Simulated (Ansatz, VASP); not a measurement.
# AlSi53C54 (Al_Si) in two plane-wave programs

Wanted: the spread between two codes on one cell, functional and k mesh. The cell is taken from a series of runs on this material, whose earlier steps may have relaxed, scaled, displaced or heated it; both programs get it as it stands.

Program: Ansatz 0.2.0. Level of theory: plane waves, with VASP 6.6.1 beside it; single point at r2SCAN. Results are calculated unless marked as measured.

## (1) The structure

The cell holds 108 atoms: 53 Si, 54 C and 1 Al. Cell: a = 9.236 Å, b = 9.236 Å, c = 15.108 Å, α = 90.0°, β = 90.0°, γ = 120.0°. It derives from SiC (SiC (P6_3mc)). Nearest the centre at fractional (0.667, 0.667, 0.500): Al108 at 0.01 Å, C106 at 1.96 Å, C88 at 1.96 Å, C82 at 1.97 Å, C103 at 1.98 Å, Si17 at 3.07 Å, Si5 at 3.07 Å, Si47 at 3.07 Å. The cell carries charge −1.

## (2) VASP: single point, r2SCAN

A single point gives forces, pressure and levels at one fixed geometry, so differences don't come from the geometry; what else differs is listed under the comparison.

Lines of VASP's logs that name or quote its potential files are left out, and so is its time.

INCAR reads:

```
SYSTEM = AlSi53C54
PREC = Accurate
ENCUT = 580
EDIFF = 1E-06
NELM = 120
ISMEAR = -1
SIGMA = 0.01
LREAL = Auto
ALGO = Normal
METAGGA = R2SCAN
LASPH = .TRUE.
NELECT = 432
NBANDS = 296
LORBIT = 11
LWAVE = .FALSE.
LCHARG = .FALSE.
ISIF = 2
ISYM = 0
GGA_COMPAT = .FALSE.
EFERMI = MIDGAP
LMIXTAU = .TRUE.
KPAR = 4
```

POSCAR reads:

```
AlSi53C54
1.0
    9.2359949282      0.0000000000      0.0000000000
   -4.6179974641      7.9986062370      0.0000000000
    0.0000000000      0.0000000000     15.1078644027
Si C Al
53 54 1
Direct
    0.1116012231      0.2213636547      0.8325363547
    0.2217180399      0.1113015702      0.3333515817
[... 2 atom lines left out ...]
    0.9998260430      0.9983997766      0.5004142100
[... 2 atom lines left out ...]
    0.2223320965      0.4447858615      0.3335873120
    0.2227095943      0.4442649977      0.6659500988
[... 7 atom lines left out ...]
    0.9999160007      0.6685170194      0.5004069371
[... 8 atom lines left out ...]
    0.5559235454      0.4460821158      0.3325089129
    0.5549627616      0.4427235207      0.6654931119
[... 1 atom line left out ...]
    0.3346419855      0.3332019935      0.5004150643
[... 2 atom lines left out ...]
    0.5559110675      0.7771037382      0.3325341900
    0.5549662697      0.7779796843      0.6654796415
[... 1 atom line left out ...]
    0.3344942060      0.6685499156      0.5004168055
[... 2 atom lines left out ...]
    0.8882364100      0.1106831618      0.3335861630
    0.8886899294      0.1102366812      0.6659455590
[... 1 atom line left out ...]
    0.6645064408      0.9985388879      0.5004048851
[... 2 atom lines left out ...]
    0.8882674784      0.4447485678      0.3335885867
    0.8887466663      0.4442095075      0.6659653447
[... 1 atom line left out ...]
    0.6645549850      0.3331362194      0.5004055518
[... 1 atom line left out ...]
    0.7782185255      0.8880217215      0.8323205039
    0.8869364572      0.7770805813      0.3325103349
    0.8902042477      0.7779824955      0.6654836925
[... 3 atom lines left out ...]
    0.9993533453      0.9999573756      0.3744106663
[... 2 atom lines left out ...]
    0.2218411956      0.1112092289      0.5415002432
[... 5 atom lines left out ...]
    0.2223328365      0.4445046025      0.5414099756
[... 2 atom lines left out ...]
    0.9993682139      0.6672393566      0.3744477630
    0.1120091543      0.8886006677      0.7090245722
[... 1 atom line left out ...]
    0.2217836474      0.7773214130      0.5415309347
[... 3 atom lines left out ...]
    0.4443364462      0.2209118049      0.7090269407
[... 1 atom line left out ...]
    0.5557634635      0.1112722923      0.5415255699
[... 2 atom lines left out ...]
    0.3330693071      0.3336729474      0.3744165079
    0.4448086863      0.5549868771      0.7079819966
    0.5547506341      0.4431358671      0.2070571069
    0.5507640702      0.4351775527      0.5433200789
[... 2 atom lines left out ...]
    0.3330299729      0.6672772521      0.3744546290
    0.4443559916      0.8885867212      0.7090340409
    0.5547705996      0.7782243427      0.2070908200
    0.5508864220      0.7821950163      0.5433359855
[... 2 atom lines left out ...]
    0.6657479973      0.0000066355      0.3744473714
[... 2 atom lines left out ...]
    0.8885822703      0.1107686103      0.5414069286
[... 2 atom lines left out ...]
    0.6657842546      0.3336748399      0.3744429704
    0.7780006215      0.5549563189      0.7080127879
[... 1 atom line left out ...]
    0.8886938993      0.4444025312      0.5413885385
[... 2 atom lines left out ...]
    0.6660378315      0.6669864544      0.3685836208
    0.7779675702      0.8881593117      0.7079817488
    0.8898728684      0.7782511055      0.2070564645
    0.8978845128      0.7823243666      0.5433209118
[... 1 atom line left out ...]
    0.6662651809      0.6667441368      0.4993881090
```

KPOINTS reads:

```
Points of the shifted mesh
8
Reciprocal
 0.2500000000  0.2500000000  0.2500000000 1
 0.2500000000  0.2500000000  0.7500000000 1
 0.2500000000  0.7500000000  0.2500000000 1
 0.2500000000  0.7500000000  0.7500000000 1
 0.7500000000  0.2500000000  0.2500000000 1
 0.7500000000  0.2500000000  0.7500000000 1
 0.7500000000  0.7500000000  0.2500000000 1
 0.7500000000  0.7500000000  0.7500000000 1
```

PAW data sets: Si, C and Al (PBE family, release 64).

Started as:

```sh
$ mpirun -np 8 vasp_std
```

Numbers of over 12 decimals in the logs are rounded to 6 here.

The program printed:

```text
[banner, memory and clock lines left out]
running    8 mpi-ranks, on    1 nodes
[...]
|                                                                             |
|           W    W    AA    RRRRR   N    N  II  N    N   GGGG   !!!           |
|           W    W   A  A   R    R  NN   N  II  NN   N  G    G  !!!           |
|           W    W  A    A  R    R  N N  N  II  N N  N  G       !!!           |
|           W WW W  AAAAAA  RRRRR   N  N N  II  N  N N  G  GGG   !            |
|           WW  WW  A    A  R   R   N   NN  II  N   NN  G    G                |
|           W    W  A    A  R    R  N    N  II  N    N   GGGG   !!!           |
|                                                                             |
|     For optimal performance we recommend to set                             |
|       NCORE = 2 up to number-of-cores-per-socket                            |
|     NCORE specifies how many cores store one orbital (NPAR=cpu/NCORE).      |
|     This setting can greatly improve the performance of VASP for DFT.       |
[...]
DAV:   5    -0.119581628690E+04   -0.10012E+00   -0.99945E-01  5752   0.161E+00BRMIX: very serious problems
 the old and the new charge density differ
 old charge density:   431.00000 new  432.00000
BRMIX: very serious problems
 the old and the new charge density differ
 old charge density:   431.00000 new  432.00000
BRMIX: very serious problems
 the old and the new charge density differ
 old charge density:   431.00000 new  432.00000
BRMIX: very serious problems
 the old and the new charge density differ
 old charge density:   431.00000 new  432.00000
    0.678E+01
DAV:   6    -0.108999696371E+04    0.10582E+03   -0.30293E+02  5480   0.236E+01    0.377E+01
DAV:   7    -0.103103649865E+04    0.58960E+02   -0.21285E+01  5776   0.822E+00    0.151E+01
DAV:   8    -0.108522397815E+04   -0.54187E+02   -0.14310E+01  4952   0.767E+00    0.109E+01
DAV:   9    -0.105772483113E+04    0.27499E+02   -0.41132E+00  5104   0.429E+00    0.507E+00
[...]
DAV:  24    -0.103204515721E+04   -0.93238E-05   -0.27577E-06  3512   0.493E-03    0.784E-03
DAV:  25    -0.103204515899E+04   -0.17783E-05   -0.31614E-06  3928   0.338E-03    0.336E-03
DAV:  26    -0.103204515906E+04   -0.73545E-07   -0.91768E-07  2752   0.207E-03
   1 F= -.10320452E+04 E0= -.10320452E+04  d E =0.000000E+00
```

From OUTCAR (step 2):

```text
  FREE ENERGIE OF THE ION-ELECTRON SYSTEM (eV)
  ---------------------------------------------------
  free  energy   TOTEN  =     -1032.0451590648 eV

  energy  without entropy=    -1032.0451590648  energy(sigma->0) =    -1032.04515906
```

The cell is charged against a uniform background.

The run ends at a pressure of 1.95 GPa, with forces up to 0.13 eV/Å.

## (3) Ansatz: single point, r2SCAN

Ansatz runs on its PAW soft_1 files.

The same cell, functional, mesh and smearing now go to Ansatz.

input.yaml reads:

```yaml
crystal:
  checkpoint: "../qm1.relax.run"
  host: checkpoint
total_charge: -1
basis:
  ecutwfc: 500
  xc_grid: 2
hamiltonian:
  xc: r2scan
  pseudopotentials: { kind: paw, azcp: { folder: soft_1 } }
kpoints:
  mp_grid: { grid: [2, 2, 2], shift: [0.5, 0.5, 0.5] }
scf:
  occupations: { method: fermi_dirac, width: 0.01 }
  max_iter: 100
output:
  forces: true
  eigenvalues: true
  charged_corrections:
    epsilon: [7.09, 7.09, 7.35]
    static_epsilon: [10.43, 10.43, 10.95]
    defect_position: [0.666667, 0.666667, 0.499722]
  eigenstates: { localisation: true }
  populations: true
  band_densities: [{ bands: [v1, v1] }, { bands: [c1, c1] }]
  write_density: true
  write_potential: true
  volumetric_format: npy
checkpoint:
  read: "../qm1.relax.run"
  write: "../qm1.point.run"
  compress: false
  write_wavefunctions: false
  write_every: 100000
```

Started as:

```sh
$ ansatz run input.yaml --threads 4 --pin off --max-ram 15073MiB --backend cpu --events-out ev --progress --plain --runs-dir out
```

The program printed:

```text
crystal.checkpoint: the structure is that of <dir>, a `relax` run, at its step 5: its result, under r2scan at a charge of -1 e; 108 atoms read, 0 with a starting moment; crystal.structure_sha256 for this input is
Engine: ansatz 0.2.0, aarch64-unknown-linux-gnu
Pseudopotentials: kind: paw
Pseudopotential: Si, paw, valence charge 4, recommended cutoff 500 eV (meta_gga), soft_1/Si.paw.azcp
Pseudopotential: C, paw, valence charge 4, recommended cutoff 500 eV (meta_gga), soft_1/C.paw.azcp
Pseudopotential: Al, paw, valence charge 3, recommended cutoff 500 eV (meta_gga), soft_1/Al.paw.azcp
Functional definition: r2SCAN
  parameter k0 = 0.174
  parameter k1 = 0.065
  parameter a1 = 4.9479
  exchange = r2scan_x(k0 = k0, k1 = k1, a1 = a1)
  correlation = r2scan_c
Crystal: 108 atoms, lattice volume = 1116.095 Å³
Basis set: ecut = 500 eV, 28399 PW (Γ), exchange–correlation on 144×144×240 points (8 copies of the dense FFT grid, shifted against one another)
Bands: 324, of which v1, the nominal top of the filled ones, is band 216 counted from 1 (215 counted from 0)
Symmetry: 1 space group operations
Space group: P1 (ITA 1), of the structure as read, at distance tolerance 1.0e-4 Å
k-points: 4 of 8 (time reversal used)
Non-local potential: Si, projectors of the file, l = 0: 2, l = 1: 2, l = 2: 1
Non-local potential: C, projectors of the file, l = 0: 2, l = 1: 2, l = 2: 1
Non-local potential: Al, projectors of the file, l = 0: 2, l = 1: 2, l = 2: 1
PAW form: soft (Blöchl's): semilocal exchange-correlation on the pseudo side does not see the compensation charge
PAW frozen core: Si, regenerated for the run's functional (the file was generated under x = pbe(κ = 0.804, μ = 0.219515), c = pbe(β = 0.066725))
PAW frozen core: C, regenerated for the run's functional (the file was generated under x = pbe(κ = 0.804, μ = 0.219515), c = pbe(β = 0.066725))
PAW frozen core: Al, regenerated for the run's functional (the file was generated under x = pbe(κ = 0.804, μ = 0.219515), c = pbe(β = 0.066725))
PAW one-centre angular grid: Si, 302 points (default); XC on 160 Gauss nodes
PAW one-centre angular grid: C, 302 points (default); XC on 219 of its mesh's 2255 points in the sphere
PAW one-centre angular grid: Al, 302 points (default); XC on 160 Gauss nodes
Initial density: read from a saved state, or passed on in memory by an earlier SCF of this step, an earlier step, the calling program or the single point that the run made first
Initial wavefunctions: pseudopotential atomic-orbital guess — the wavefunctions supplied were not used: k-point sampling differs
Functional: x = r2scan, c = r2scan; τ floored in thin density (d = 2e-4 eV/Å³)
iter 1 solved again at ethr=1.71e-5 eV; its pass at ethr=3.10e-3 eV (dr2=7.38e-2 eV) is discarded
SCF iter   1: F=—  HF=-48022.109963 eV  |F-HF|=—  |Δ(HF+E_count)|=         —  Δρ=3.05e-3  dr2=7.13e-2  dr2_τ=4.72e-3  ethr=1.71e-5  ⟨swp⟩=8.8  Hψ=9602  notcnv=0
preconditioner: auto → Resta (q_TF=auto, 2.329 Å⁻¹)  ε∞=4.3  [insulator: Δε(μ)=2.479 eV  Ē_g=12.760 eV  σ=0.010 eV  W_gap=1.00  n_scr=244 (ndim 8)  ℏωp=23.1 eV  f_vac=0.000  D(μ)=0.00/eV (n_scr^D=0)  ε∞_Penn≈4.3]
SCF iter   2: F=—  HF=-48022.113496 eV  |F-HF|=—  |Δ(HF+E_count)|=   3.53e-3  Δρ=1.66e-3  dr2=1.75e-2  dr2_τ=5.51e-4  ethr=1.65e-5  ⟨swp⟩=5.0  Hψ=2371  notcnv=0
SCF iter   3: F=—  HF=-48022.118710 eV  |F-HF|=—  |Δ(HF+E_count)|=   5.21e-3  Δρ=3.71e-4  dr2=1.03e-3  dr2_τ=7.50e-5  ethr=4.05e-6  ⟨swp⟩=3.8  Hψ=2586  notcnv=0
SCF iter   4: F=—  HF=-48022.119092 eV  |F-HF|=—  |Δ(HF+E_count)|=   3.81e-4  Δρ=4.02e-5  dr2=1.13e-5  dr2_τ=2.96e-7  ethr=2.38e-7  ⟨swp⟩=3.0  Hψ=2184  notcnv=0
SCF iter   5: F=—  HF=-48022.118694 eV  |F-HF|=—  |Δ(HF+E_count)|=   3.98e-4  Δρ=5.23e-6  dr2=3.44e-7  dr2_τ=2.52e-8  ethr=2.63e-9  ⟨swp⟩=2.0  Hψ=2152  notcnv=0
SCF iter   6: F=-48022.118694 eV  HF=-48022.118694 eV  |F-HF|=1.38e-8  |Δ(HF+E_count)|=   9.77e-8  Δρ=1.60e-6  dr2=3.49e-8  dr2_τ=3.62e-9  ethr=2.31e-11  ⟨swp⟩=15.2  Hψ=10023  notcnv=0
SCF 1 converged in 6 iterations: F = -48022.118694 eV  dr2 = 3.49e-8
  greatest PAW one-centre occupation: 0.664 electrons in one spin orbital (limit 2), on the C atom at site 106 (counted from 0), in its partial waves of l = 0
SCF converged after 6 iterations
Free energy (F): -48022.118694 eV
Harris-Foulkes:  -48022.118694 eV  (|F-HF|=1.38e-8)
Internal energy: -48022.118694 eV  (E = F + TS)
E sigma→0 (E₀):  -48022.118694 eV
Fermi energy:    10.727222 eV
--- Per-component energies (eV) ---
  E_band       = 1378.574923
  E_kinetic    = 7229.586049
  E_local      = -5168.030791  (includes V_loc(G=0)·N_el)
  E_nonlocal   = 2367.818289
  E_hartree    = 1762.344848
  E_xc         = -5473.909628
  E_vxc        = -6361.191603  (∫ρ·V_xc dr)
  E_paw        = -33434.211325  (= ΣΔE_a)
  E_vpaw       = -510.113673  (= ΣTr[D̂ρ^β])
[...]
k-point 3: bands = [... 212 lower, 9.0300, 9.1310, 9.2632, 9.4859, 11.9622, 12.2153, 12.6693, 12.6862, ... 104 higher]
--- Löwdin populations: 108 sites ---
  site symbol       q [e]
     0     Si      2.9398
     1     Si      2.9400
     2     Si      2.9531
     3     Si      2.9547
     4     Si      2.9444
     5     Si      2.9540
     6      C      4.9896
     7      C      4.9876
     8      C      4.9749
     9      C      4.9757
    10      C      4.9818
    11      C      4.9774
    12     Si      2.9397
    13     Si      2.9403
    14     Si      2.9546
    15     Si      2.9547
    16     Si      2.9533
    17     Si      2.9548
    18      C      4.9889
    19      C      4.9888
    20      C      4.9750
    21      C      4.9748
    22      C      4.9771
    23      C      4.9774
[...]
100     Al      2.0911
   101     Si      2.9541
   102      C      4.9888
   103      C      5.0675
   104      C      4.9746
   105      C      4.9776
   106      C      5.0635
   107      C      4.9776
  spilling = 0.010184 (of n_electrons = 432.000000)
--- Band densities, each state counted as filled ---
  window                                       electrons  max residual (eV)  cut levels
  bands: [v1, v1]                               2.000000             2.7e-9           0
  bands: [c1, c1]                               2.000000             2.7e-4           0
```

The column dr2 measures how far the density is from self-consistency, as an energy; F and HF (Harris–Foulkes) agree once it is small.

## (4) Comparison

Known differences besides the potentials themselves: VASP keeps PBE cores, Ansatz makes them for the functional; the cutoff is 500 eV in Ansatz and 580 eV in VASP (PREC = Accurate, projectors in real space). Total energies have different zeros and are not compared.

Compared:

| quantity | Ansatz | VASP | difference |
| --- | --- | --- | --- |
| gap on the k mesh (eV) | 2.476 | 2.487 | -0.011 |

Forces on 9 of the 108 atoms, those with the largest forces and the largest differences (eV/Å; atoms numbered as in POSCAR):

| atom | Ansatz x, y, z | VASP x, y, z |
| --- | --- | --- |
| Si47 | 0.029, -0.017, 0.029 | 0.023, -0.015, 0.034 |
| C61 | 0.069, -0.042, -0.032 | 0.069, -0.041, -0.030 |
| C67 | 0.069, -0.042, -0.042 | 0.070, -0.043, -0.041 |
| C82 | -0.010, -0.004, -0.005 | -0.010, 0.005, -0.008 |
| C88 | -0.089, 0.045, -0.026 | -0.083, 0.041, -0.028 |
| C91 | 0.071, -0.033, -0.040 | 0.069, -0.033, -0.038 |
| C96 | -0.069, 0.036, -0.040 | -0.069, 0.036, -0.039 |
| C97 | 0.072, -0.042, -0.041 | 0.072, -0.042, -0.040 |
| C103 | 0.082, -0.048, -0.096 | 0.081, -0.049, -0.086 |

The forces differ by 2.2 meV/Å r.m.s., which is 6.1 % of the r.m.s. force of 0.036 eV/Å (both taken over all components). A gap on the mesh is an upper bound, since the band edges may lie between its points. The cell carries a charge of -1 e against a uniform background, so its pressure also hangs on how the neutralising background is counted, and in a defect's cell a gap may be the spacing between its levels.

## (5) What came out

```
r.m.s. force difference (single point, r2SCAN) : 2.2 meV/Å
```

**Reading.** The r.m.s. force difference is 2.2 meV/Å (single point, r2SCAN), within the 12 meV/Å picked in this series as the mark of a large difference. Such differences can come from data sets, numerical settings and the points named under the comparisons, not from the functional's error against experiment.

[Lines on the potential files, build, host, timing and source positions are cut from VASP's logs without a mark.]

[Logs are printed without paths, hosts, clocks, repeated set-up lines and the standing remarks that a program may print on its own settings, such as how far it seeks lower states.]

[Hosts, paths, dates, database ids (printed as entryN), source tags and the programs' standing remarks are cut or masked in the printed files.]
